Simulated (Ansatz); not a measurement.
# HgS: pressure against volume scale

Results calculated with Ansatz 0.2.0, not measured. Periodic Kohn-Sham DFT of a crystal at fixed atoms, scaled to volume_scale times the given cell; pressure positive in compression, energy less spherical unpolarised free atoms, largest_vzz the field gradient of largest size among the nuclei.

The cell before it is scaled or strained (space group F-43m, No. 216):
```
HgS
1.0
      0.0000     2.9290     2.9290
      2.9290     0.0000     2.9290
      2.9290     2.9290     0.0000
Hg S
1 1
Direct
  0.00000 0.00000 0.00000
  0.75000 0.75000 0.75000
```

Settings of every row: method frozen-core PAW; functional PBEsol; relativity scalar; k mesh 8x8x8; filling fermi-dirac; smearing width 0.02 eV; wave cutoff 420 eV; paw set soft_2.

Atom start moment: 0 on all atoms.

Limits: PAW files made with PBE; no spin-orbit coupling on heavy atoms.

| row | volume scale | V (Å³/atom) | pressure (GPa) |
| --- | --- | --- | --- |
| 1 | 0.94 | 23.62 | 5.109 |
| 2 | 0.96 | 24.123 | ? |
| 3 | 0.98 | 24.625 | 1.91 |
| 4 | 0.99 | 24.877 | 1.22 |
| 5 | 1 | 25.128 | 0.57 |
| 6 | 1.01 | 25.379 | -0.043 |
| 7 | 1.02 | 25.631 | -0.621 |
| 8 | 1.04 | 26.133 | -1.679 |
| 9 | 1.06 | 26.636 | -2.62 |

Question: what pressure should row 2 give?

Worked fit of pressure. Take u = (V_r/V)^(2/3) − 1 with V_r = 25.254 Å³ an atom, which is twice the finite (Eulerian) strain; such expansions in the strain, on which the Birch-Murnaghan equation of state is built, carry the rest volume and the bulk modulus. The shown rows have u = 0.0456, 0.01696, 0.01008, 0.00334, -0.00329, -0.00983, -0.02255, -0.0349. Least squares give pressure = 0.2582 + 92.358 × u + 293.71 × u² + 301 × u³ GPa; a parabola predicts inner rows, each left out in turn, worse (root mean square 0.0046 against 0.00083 GPa). The rows lie off it by 0.000, -0.001, 0.001, 0.000, -0.001, 0.001, 0.000, 0.000. The pressure vanishes at u = -0.0028, or V = 25.36 Å³ an atom, and there the bulk modulus at fixed shape and fractions is B = −V dP/dV = (2/3)(1 + u) dP/du = 60.3 GPa. The withheld row has u = 0.03102, so the fit gives 0.2582 + 92.358 × (0.03102) + 293.71 × (0.03102)² + 301 × (0.03102)³ = 3.415 GPa.

The calculation gave 3.416 GPa. The fit lies 0.001 GPa (0.013 % of the column's range) below it, one unit of the last digit.
